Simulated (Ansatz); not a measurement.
From the elastic tensor of SnO to moduli and sound speeds

These are results of Ansatz, DFT PBE, scalar-relativistic, plane waves, PAW, not measurements. Plane waves to 420 eV; Γ-centred k mesh 10×10×8; fixed occupations. No spin polarisation.

Symmetry: P4/nmm, No. 129, tetragonal system. The conventional cell has a = 3.868 Å, b = 3.868 Å, c = 5.073 Å, α = 90.00°, β = 90.00°, γ = 90.00°. Sn (site symmetry 4mm) has 4 O at 2.25 Å as nearest neighbours. O (site symmetry -4m2) is surrounded by 4 Sn at 2.25 Å.

Relaxed-ion constants (GPa, on the Cartesian axes of the calculation):
C11 = 82.8, C12 = 75.1, C13 = 8.0, C22 = 82.8, C23 = 8.0, C33 = 20.2, C44 = 18.3, C55 = 18.3, C66 = 74.0 GPa; the others vanish.

Density 5.895 g/cm³; 4 atoms in 75.90 Å³.

The values that follow are for a polycrystal of randomly turned grains, by Hill's mean where one number stands. In a crystal this anisotropic the Voigt and Reuss bounds lie far apart, so Hill's mean and the sound speeds and Debye temperature from it are rough.

With S = C⁻¹: B_V = (C11+C22+C33+2(C12+C13+C23))/9, G_V = (C11+C22+C33−C12−C13−C23+3(C44+C55+C66))/15, 1/B_R = S11+S22+S33+2(S12+S13+S23), 15/G_R = 4(S11+S22+S33−S12−S13−S23)+3(S44+S55+S66); Hill is their mean. Then v_l = √((B+4G/3)/ρ), v_t = √(G/ρ), v_m = [(2/v_t³+1/v_l³)/3]^(−1/3) and Θ = (ħ/k_B)·v_m·(6π²n/V)^(1/3) for n atoms in the volume V; E = 9BG/(3B+G), ν = (3B−2G)/(2(3B+G)) and A^U = 5G_V/G_R + B_V/B_R − 6.

```
Bulk modulus, Voigt / Reuss / Hill          : 40.9 / 18.4 / 29.6 GPa
Shear modulus, Voigt / Reuss / Hill         : 28.4 / 10.8 / 19.6 GPa
Young's modulus                             : 48 GPa
Poisson ratio                               : 0.229
Pugh ratio B/G                              : 1.51
Universal anisotropy index                  : 9.38
Longitudinal and transverse sound speeds    : 3076 and 1824 m/s
Debye temperature from the mean sound speed : 225 K
```

Cost: 1 run of about 13 core-minutes, on AMD EPYC 7R43 (Zen 3) (shared hosts).

The tensor shows a layered crystal with two separate soft directions. Along c, C33 is only 20.2 GPa against 82.8 GPa for C11, because the Sn lone pairs, formed by Sn 5s and 5p mixing with O 2p, face the gap between layers and leave no strong bonds across it. The calculated c axis is longer than is known for SnO, as expected from PBE's lack of long-range dispersion, so C33 is probably too low.

Within the layer, C12 nearly equals C11, so stretching one a axis while compressing the other costs little, whereas C66 reaches 74.0 GPa. This suggests a hinge mechanism: alternate O atoms can move up and down along c and largely preserve the Sn–O lengths under the first strain, while symmetry allows no such internal relaxation under the second. The lattice is stable against small homogeneous strains, but only narrowly against this orthorhombic distortion; stability against phonons of finite wavevector doesn't follow.
